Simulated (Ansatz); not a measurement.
RuS2: one input, then a changed one

The cell is built from the fluorite type as a first guess.

First run: DFT, PBE, PAW with Ansatz's default frozen-core files, scalar-relativistic (Ansatz 0.2.0).

Command: `ansatz run input.yaml --threads 1 --pin off --max-ram 3072MiB --backend cpu --events-out ev --progress --plain --runs-dir out` The run took about 13 s on 1 thread of a shared machine.

```yaml
crystal:
  lattice:
    - [0.0, 2.6515062931, 2.6515062931]
    - [2.6515062931, 0.0, 2.6515062931]
    - [2.6515062931, 2.6515062931, 0.0]
  atoms:
    - { symbol: Ru, position: [0.0, 0.0, 0.0] }
    - { symbol: S, position: [0.25, 0.25, 0.25] }
    - { symbol: S, position: [0.75, 0.75, 0.75] }
kpoints:
  mp_grid: { grid: [11, 11, 11] }
scf:
  occupations: { method: fermi_dirac, width: 0.03 }
hamiltonian:
  xc: pbe
  pseudopotentials: { kind: paw }
output:
  forces: true
  stress: true
relax:
  f_tol: 0.005
  max_steps: 80
  cell: {}
```

Result: converged; relaxed volume 15.705 Å³/atom; 41 SCF iterations in all.

The input is then changed:

```diff
@@ -18,7 +18,13 @@
   forces: true
   stress: true
+  write_density: true
+  write_potential: true
+  elf: true
+  volumetric_format: npy
 relax:
   f_tol: 0.005
   max_steps: 80
   cell: {}
+basis:
+  ecutwfc: "350 eV"
```

(1) Predict the outcome of the changed run.

Results:

(1) It converged; energy at zero smearing +4.3 meV/atom from the first run; relaxed volume 15.702 Å³/atom; 48 SCF iterations in all. Some of these settings are too coarse for converged properties.
